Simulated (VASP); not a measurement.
**What goes wrong when Te2Mo is relaxed with a bad input**

Aim: see how common mistakes in a VASP relaxation show up, on Te2Mo. The starting structure is a measured crystal structure from the Crystallography Open Database. The first relaxation on each setting starts from this cell expanded by 3 % in volume.

Method: Kohn-Sham DFT with plane waves and PAW; PBEsol, in VASP 6.6.1.

**1. The structure**

The structure is hexagonal, space group P6_3/mmc (No. 194). Conventional cell: a = 3.518 Å, b = 3.518 Å, c = 13.974 Å, α = 90.00°, β = 90.00°, γ = 120.00°. Nearest to Te lie 3 Mo at 2.72 Å. Mo has 6 Te at 2.72 Å nearest. Farther neighbours and most contacts between anions are not listed.

As a file:

```xyz
6
Lattice="3.5182 0.0000 0.0000 -1.7591 3.0469 0.0000 0.0000 0.0000 13.9736" Properties=species:S:1:pos:R:3 pbc="T T T"
Te    1.7591    1.0156    5.2960
Te    0.0000    2.0312   12.2828
Te    1.7591    1.0156    1.6908
Te    0.0000    2.0312    8.6776
Mo    1.7591    1.0156   10.4802
Mo    0.0000    2.0312    3.4934
```

**2. Reference relaxation**

This run starts from the cell of an earlier relaxation, which isn't shown; the restart sets up the plane waves anew.

Input file INCAR:

```
SYSTEM = Te2Mo
PREC = Accurate
ENCUT = 450
EDIFF = 1E-06
NELM = 100
ISMEAR = 0
SIGMA = 0.03
LREAL = .FALSE.
ALGO = Normal
GGA = PS
NBANDS = 32
LASPH = .TRUE.
LORBIT = 11
LWAVE = .FALSE.
LCHARG = .FALSE.
KPAR = 8
IBRION = 2
NSW = 50
ISIF = 3
EDIFFG = -0.006
```

Input file POSCAR:

```
Te2Mo
1.0
    3.4944944796      0.0000000000      0.0000000000
   -1.7472472399      3.0263209928      0.0000000000
    0.0000000000      0.0000000000     13.9954079021
Te Mo
4 2
Direct
    0.6666666667      0.3333333333      0.3791231764
    0.3333333333      0.6666666667      0.8791231764
    0.6666666667      0.3333333333      0.1208768236
    0.3333333333      0.6666666667      0.6208768236
    0.6666666667      0.3333333333      0.7500000000
    0.3333333333      0.6666666667      0.2500000000
```

Input file KPOINTS:

```
Automatic mesh
0
Gamma
9 9 2
0 0 0
```

The projector-augmented-wave data sets are Te and Mo_sv (PBE family, release 64).

Run with:

```sh
> mpirun -np 8 vasp_std
```

Output:

```text
[banner, memory and clock lines left out]
running    8 mpi-ranks, on    1 nodes
 distrk:  each k-point on    1 cores,    8 groups
 distr:  one band on    1 cores,    1 groups

 POSCAR found type information on POSCAR TeMo
 POSCAR found :  2 types and       6 ions
|                                                                             |
|           W    W    AA    RRRRR   N    N  II  N    N   GGGG   !!!           |
|           W    W   A  A   R    R  NN   N  II  NN   N  G    G  !!!           |
|           W    W  A    A  R    R  N N  N  II  N N  N  G       !!!           |
|           W WW W  AAAAAA  RRRRR   N  N N  II  N  N N  G  GGG   !            |
|           WW  WW  A    A  R   R   N   NN  II  N   NN  G    G                |
|           W    W  A    A  R    R  N    N  II  N    N   GGGG   !!!           |
|                                                                             |
|     For optimal performance we recommend to set                             |
|       NCORE = 2 up to number-of-cores-per-socket                            |
|     NCORE specifies how many cores store one orbital (NPAR=cpu/NCORE).      |
|     This setting can greatly improve the performance of VASP for DFT.       |
|     The default, NCORE=1 might be grossly inefficient on modern             |
|     multi-core architectures or massively parallel machines. Do your        |
|     Unfortunately you need to use the default for GW and RPA                |
|     calculations (for HF NCORE is supported but not extensively tested      |
|     yet).                                                                   |
|                                                                             |

|                                                                             |
|               ----> ADVICE to this user running VASP <----                  |
|                                                                             |
|     You enforced a specific xc type in the INCAR file but a different       |
|     [... a line on the potential file left out ...]
|     I HOPE YOU KNOW WHAT YOU ARE DOING!                                     |
|                                                                             |

 LDA part: xc-table for (Slater+PW92), standard interpolation
 POSCAR, INCAR and KPOINTS ok, starting setup
 FFT: planning ... GRIDC
 FFT: planning ... GRID_SOFT
 FFT: planning ... GRID
 WAVECAR not read
 entering main loop
       N       E                     dE             d eps       ncg     rms          rms(c)
DAV:   1     0.364359126673E+03    0.36436E+03   -0.25544E+04  1808   0.130E+03
DAV:   2    -0.204778437928E+02   -0.38484E+03   -0.37487E+03  1944   0.323E+02
DAV:   3    -0.403678662744E+02   -0.19890E+02   -0.19679E+02  1904   0.634E+01
DAV:   4    -0.408481744517E+02   -0.48031E+00   -0.47899E+00  1904   0.986E+00
DAV:   5    -0.408615205204E+02   -0.13346E-01   -0.13343E-01  2032   0.163E+00    0.233E+01
DAV:   6    -0.399240662403E+02    0.93745E+00   -0.85892E+00  1728   0.148E+01    0.907E+00
DAV:   7    -0.398356891791E+02    0.88377E-01   -0.77152E+00  1664   0.116E+01    0.643E+00
DAV:   8    -0.394013839304E+02    0.43431E+00   -0.16633E+00  1824   0.601E+00    0.320E+00
DAV:   9    -0.394020386308E+02   -0.65470E-03   -0.24503E-01  1984   0.220E+00    0.137E+00
DAV:  10    -0.393946225874E+02    0.74160E-02   -0.50401E-02  1840   0.117E+00    0.343E-01
DAV:  11    -0.393947544551E+02   -0.13187E-03   -0.29849E-03  1912   0.261E-01    0.296E-01
DAV:  12    -0.393946834714E+02    0.70984E-04   -0.37410E-04  1840   0.886E-02    0.182E-01
DAV:  13    -0.393946356680E+02    0.47803E-04   -0.11521E-04  1944   0.569E-02    0.102E-01
DAV:  14    -0.393946295158E+02    0.61523E-05   -0.20576E-05  1744   0.188E-02    0.559E-02
DAV:  15    -0.393946281485E+02    0.13673E-05   -0.17301E-06  1208   0.692E-03    0.317E-02
DAV:  16    -0.393946267809E+02    0.13676E-05   -0.32858E-06  1352   0.799E-03    0.152E-02
DAV:  17    -0.393946264847E+02    0.29620E-06   -0.62164E-07   968   0.375E-03
   1 F= -.39394626E+02 E0= -.39394626E+02  d E =-.393946E+02
 curvature:   0.00 expect dE= 0.000E+00 dE for cont linesearch  0.000E+00
 trial: gam= 0.00000 g(F)=  0.177E-07 g(S)=  0.185E-04 ort = 0.000E+00 (trialstep = 0.100E+01)
 search vector abs. value=  0.186E-04
 reached required accuracy - stopping structural energy minimisation
```

It took 10 s on 8 MPI ranks of Intel Xeon 6975P-C (Granite Rapids), shared host; peak memory 2.2 GiB.

Lines that name or quote the potential files are left out of all logs, and their timing lines are given in words.

Parts of OUTCAR (step 2):

```text
ion  position               nearest neighbor table
   1  0.667  0.333  0.379-   6 2.71   6 2.71   6 2.71   3 3.61
   2  0.333  0.667  0.879-   5 2.71   5 2.71   5 2.71   4 3.61
   3  0.667  0.333  0.121-   6 2.71   6 2.71   6 2.71   1 3.61
   4  0.333  0.667  0.621-   5 2.71   5 2.71   5 2.71   2 3.61
   5  0.667  0.333  0.750-   2 2.71   4 2.71   2 2.71   4 2.71   2 2.71   4 2.71
   6  0.333  0.667  0.250-   1 2.71   3 2.71   1 2.71   3 2.71   1 2.71   3 2.71

  LATTYP: Found a hexagonal cell.
 ALAT       =     3.4944944796
 C/A-ratio  =     4.0049878412

 Subroutine GETGRP returns: Found 24 space group operations
 (whereof 12 operations were pure point group operations)

The static configuration has the point symmetry D_3d.
 The point group associated with its full space group is D_6h.

 Found     24 irreducible k-points:

   k-points           NKPTS =     24   k-points in BZ     NKDIM =     24   number of bands    NBANDS=     32

   dimension x,y,z NGX =    24 NGY =   24 NGZ =   98
   dimension x,y,z NGXF=    48 NGYF=   48 NGZF=  196

   ENCUT  =  450.0 eV  33.07 Ry    5.75 a.u.   6.04  6.04 24.21*2*pi/ulx,y,z

   NELECT =      52.0000    total number of electrons

 k-points in reciprocal lattice and weights: Automatic mesh
   0.00000000  0.00000000  0.00000000       0.006
   0.11111111  0.00000000  0.00000000       0.037
   0.22222222  0.00000000  0.00000000       0.037
   0.33333333  0.00000000  0.00000000       0.037
   0.44444444  0.00000000  0.00000000       0.037
   0.11111111  0.11111111  0.00000000       0.037
   0.22222222  0.11111111  0.00000000       0.074
   0.33333333  0.11111111  0.00000000       0.074
   0.44444444  0.11111111  0.00000000       0.037
[...]
0.33333333  0.22222222  0.50000000       0.074
   0.33333333  0.33333333  0.50000000       0.012

 average (electrostatic) potential at core
       1 -85.8813       2 -85.8813       3 -85.8813       4 -85.8813       5 -73.1197
       6 -73.1197

 E-fermi :   8.4340

 k-point     1 :       0.0000    0.0000    0.0000
  band No.  band energies     occupation
    ...
     22       7.1396      2.00000
     23       7.1732      2.00000
     24       7.1732      2.00000
     25       7.7846      2.00000
     26       8.1284      2.00000
     27      11.1579      0.00000
     28      11.1579      0.00000
     29      11.2895      0.00000
     30      11.2895      0.00000
     31      11.3905      0.00000
    ...

 k-point     2 :       0.1111    0.0000    0.0000
  band No.  band energies     occupation
    ...
     22       6.9526      2.00000
     23       7.0771      2.00000
     24       7.1058      2.00000
     25       7.9538      2.00000
     26       8.0479      2.00000
     27      10.6065      0.00000
     28      10.6253      0.00000
     29      10.6570      0.00000
     30      10.7403      0.00000
     31      10.9857      0.00000
    ...

 k-point     3 :       0.2222    0.0000    0.0000
  band No.  band energies     occupation
    ...
     22       6.8647      2.00000
     23       6.9256      2.00000
     24       7.0749      2.00000
     25       7.3780      2.00000
     26       7.5180      2.00000
     27       9.4904      0.00000
     28       9.9995      0.00000
     29      10.1122      0.00000
     30      10.2559      0.00000
     31      10.5858      0.00000
    ...

  Total       -0.0333883     -0.0333883     -0.0086964      0.0000000      0.0000000     -0.0000000
  in kB       -0.3614265     -0.3614265     -0.0941385      0.0000000      0.0000000     -0.0000000
  external PRESSURE =      -0.2723305 kB  Pullay stress =       0.0000000 kB

  energy-cutoff  :      450.00
  volume of cell :      148.01
      direct lattice vectors                 reciprocal lattice vectors
     3.494494480  0.000000000  0.000000000     0.286164424  0.165217107  0.000000000
    -1.747247240  3.026320993  0.000000000     0.000000000  0.330434214  0.000000000
     0.000000000  0.000000000 13.995407902     0.000000000  0.000000000  0.071452008

 POSITION                                       TOTAL-FORCE (eV/Angst)
 -----------------------------------------------------------------------------------
      1.74725      1.00877      5.30598        -0.000000      0.000000      0.000303
     -0.00000      2.01755     12.30369        -0.000000     -0.000000      0.000303
      1.74725      1.00877      1.69172         0.000000      0.000000     -0.000303
     -0.00000      2.01755      8.68942        -0.000000     -0.000000     -0.000303
      1.74725      1.00877     10.49656         0.000000      0.000000      0.000000
     -0.00000      2.01755      3.49885         0.000000     -0.000000      0.000000
 -----------------------------------------------------------------------------------
    total drift:                                0.000000     -0.000000      0.000000

  FREE ENERGIE OF THE ION-ELECTRON SYSTEM (eV)
  ---------------------------------------------------
  free  energy   TOTEN  =       -39.3946264847 eV

  energy  without entropy=      -39.3946264847  energy(sigma->0) =      -39.39462648

 reached required accuracy - stopping structural energy minimisation

 total charge
# of ion       s       p       d       tot
------------------------------------------
    1        1.386   1.974   0.066   3.426
    2        1.386   1.974   0.066   3.426
    3        1.386   1.974   0.066   3.426
    4        1.386   1.974   0.066   3.426
    5        2.259   6.149   4.006  12.414
    6        2.259   6.149   4.006  12.414
--------------------------------------------------
tot         10.063  20.194   8.277  38.533

[... 3 further parts left out ...]
```

CONTCAR:

```
Te2Mo
   1.00000000000000
     3.4944944796000001    0.0000000000000000    0.0000000000000000
    -1.7472472399000001    3.0263209928000001    0.0000000000000000
     0.0000000000000000    0.0000000000000000   13.9954079021000002
  Te              Mo
     4     2
Direct
     0.6666666667000030    0.3333333332999970    0.3791231764000003
     0.3333333332999970    0.6666666667000030    0.8791231764000003
     0.6666666667000030    0.3333333332999970    0.1208768235999997
     0.3333333332999970    0.6666666667000030    0.6208768235999997
     0.6666666667000030    0.3333333332999970    0.7500000000000000
     0.3333333332999970    0.6666666667000030    0.2500000000000000
```

The PAW data sets were made with PBE, which is usual practice but a small mismatch for other functionals. The run keeps the 24 symmetry operations of its start, so it cannot find a distortion of lower symmetry.

The reference relaxation ends at 24.668 Å³ an atom.

**3. Relaxation with too few electronic steps**

A slip made on purpose: too few electronic steps. Against step 2 the input has NELM = 4 (also changed: NSW).

INCAR: that of step 2 with these lines changed.

```diff
@@ -4,3 +4,3 @@
 EDIFF = 1E-06
-NELM = 100
+NELM = 4
 ISMEAR = 0
@@ -17,3 +17,3 @@
 IBRION = 2
-NSW = 50
+NSW = 30
 ISIF = 3
```

Input file POSCAR:

```
Te2Mo
1.0
    3.5530359289      0.0000000000      0.0000000000
   -1.7765179645      3.0770193750      0.0000000000
    0.0000000000      0.0000000000     14.1119614736
Te Mo
4 2
Direct
    0.6666666667      0.3333333333      0.3790000000
    0.3333333333      0.6666666667      0.8790000000
    0.6666666667      0.3333333333      0.1210000000
    0.3333333333      0.6666666667      0.6210000000
    0.6666666667      0.3333333333      0.7500000000
    0.3333333333      0.6666666667      0.2500000000
```

KPOINTS is that of step 2.

Run with:

```sh
> mpirun -np 8 vasp_std
```

Output:

```text
[banner, memory and clock lines left out]
running    8 mpi-ranks, on    1 nodes
[...]
[... a notice as in an earlier step ...]

 [... a notice as in an earlier step ...]

 LDA part: xc-table for (Slater+PW92), standard interpolation
 POSCAR, INCAR and KPOINTS ok, starting setup
[...]
entering main loop
       N       E                     dE             d eps       ncg     rms          rms(c)
DAV:   1     0.353644868549E+03    0.35364E+03   -0.25350E+04  1840   0.129E+03
DAV:   2    -0.201658956096E+02   -0.37381E+03   -0.36473E+03  1936   0.315E+02
DAV:   3    -0.403632573648E+02   -0.20197E+02   -0.19743E+02  1952   0.615E+01
DAV:   4    -0.408660204879E+02   -0.50276E+00   -0.50089E+00  1856   0.979E+00
|                                                                             |
|           W    W    AA    RRRRR   N    N  II  N    N   GGGG   !!!           |
|           W    W   A  A   R    R  NN   N  II  NN   N  G    G  !!!           |
|           W    W  A    A  R    R  N N  N  II  N N  N  G       !!!           |
[...]
|     The electronic self-consistency was not achieved in the given           |
[... from here on, the cycles between the ionic steps are left out ...]
   2 F= 0.88308385E+02 E0= 0.88308798E+02  d E =0.129174E+03
[...]
|     The electronic self-consistency was not achieved in the given           |
   3 F= -.42606407E+02 E0= -.42606407E+02  d E =-.174039E+01
   5 F= -.38473787E+02 E0= -.38473787E+02  d E =0.239223E+01
   7 F= -.38990442E+02 E0= -.38990442E+02  d E =0.187558E+01
   9 F= -.39082634E+02 E0= -.39082634E+02  d E =0.178339E+01
  11 F= -.39304068E+02 E0= -.39304068E+02  d E =-.221433E+00
  13 F= -.39320059E+02 E0= -.39320059E+02  d E =-.237424E+00
  15 F= -.39372149E+02 E0= -.39372149E+02  d E =-.289514E+00
  17 F= -.39389339E+02 E0= -.39389339E+02  d E =-.306705E+00
  19 F= -.39394100E+02 E0= -.39394100E+02  d E =-.327534E-02
  21 F= -.39338130E+02 E0= -.39338130E+02  d E =0.526946E-01
  23 F= -.37907034E+02 E0= -.37905742E+02  d E =0.148379E+01
  25 F= -.22452307E+02 E0= -.22450380E+02  d E =0.169385E+02
  27 F= -.33418103E+02 E0= -.33413540E+02  d E =0.597272E+01
  29 F= -.33883142E+02 E0= -.33877705E+02  d E =-.715528E-01
  30 F= -.34086398E+02 E0= -.34082160E+02  d E =-.274809E+00
[...]
opt :   0.1083  next Energy=   -34.581537 (dE=-0.770E+00)
```

Elapsed: 2.5 min, on 8 MPI ranks; peak memory 2.9 GiB.

Parts of OUTCAR (step 3):

```text
  Total      -20.6105094    -20.6105094     -0.1193041      0.0000000      0.0000000     -0.0000000
  in kB     -151.9487389   -151.9487389     -0.8795566      0.0000000      0.0000000     -0.0000000
  external PRESSURE =    -101.5923448 kB  Pullay stress =       0.0000000 kB

 POSITION                                       TOTAL-FORCE (eV/Angst)
 -----------------------------------------------------------------------------------
      2.16437      1.24960      4.79641        -0.000000      0.000000      0.804858
     -0.00000      2.49920     11.49245        -0.000000      0.000000      0.804858
      2.16437      1.24960      1.89963         0.000000     -0.000000     -0.804858
     -0.00000      2.49920      8.59566         0.000000     -0.000000     -0.804858
      2.16437      1.24960     10.04406        -0.000000      0.000000      0.000000
     -0.00000      2.49920      3.34802         0.000000     -0.000000      0.000000
 -----------------------------------------------------------------------------------
    total drift:                                0.000000     -0.000000      0.000000

  FREE ENERGIE OF THE ION-ELECTRON SYSTEM (eV)
  ---------------------------------------------------
  free  energy   TOTEN  =       -34.0863981223 eV

  energy  without entropy=      -34.0779221003  energy(sigma->0) =      -34.08216011

[... 1 part as in an earlier step ...]

[... 2 further parts left out ...]
[key lines of the parts left out:]
E-fermi :   4.3559
```

Logs of long relaxations may skip ionic steps without a mark.

The relaxation used up its 30 ionic steps (NSW) before forces and stress met EDIFFG.

[end of part 1 of 2]

[Lines on the potential files, build, host, timing and source positions are cut from VASP's logs without a mark.]

[Logs are printed without paths, hosts, clocks, repeated set-up lines and the standing remarks that a program may print on its own settings, such as how far it seeks lower states.]

[Hosts, paths, dates, database ids (printed as entryN), source tags and the programs' standing remarks are cut or masked in the printed files.]
